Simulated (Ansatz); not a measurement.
Os, DFT, PBE, PAW with Ansatz's default frozen-core files, scalar-relativistic (Ansatz 0.2.0), run on 1 thread of Arm Neoverse V2 on a shared host.

The cell comes from COD entry 1534943, which wasn't checked; take it as a given geometry. The listed cell was then made from it by scaling, straining or moving an atom.

Command: `ansatz run input.yaml --threads 1 --pin off --max-ram 3072MiB --backend cpu --events-out ev --progress --plain --runs-dir out`

```yaml
crystal:
  lattice:
    - [0.0, 1.92555, 1.945]
    - [1.92555, 0.0, 1.945]
    - [1.92555, 1.92555, 0.0]
  atoms:
    - { symbol: Os, position: [0.0, 0.0, 0.0] }
kpoints:
  mp_grid: { grid: [14, 14, 14] }
scf:
  occupations: { method: fermi_dirac, width: 0.05 }
hamiltonian:
  xc: pbe
  pseudopotentials: { kind: paw }
output:
  forces: true
  stress: true
  eigenvalues: true
  efg: { contact_densities: true }
```

(1) How large is the problem that the program sets up?

(2) Estimate the wall time and the peak memory.

(3) And the same cell and mesh by all-electron PAW (datasets made for this crystal), asked for forces, stress, eigenvalues, efg, on the same hardware?

Answers

(1) 244 irreducible k-points, 283 plane waves at Γ, 12 bands.

(2) 3.2 s of wall time for 6 SCF iterations, with a peak of 0.35 GiB. Times on shared machines scatter by tens of per cent.

(3) 10 s, peak memory 0.48 GiB.
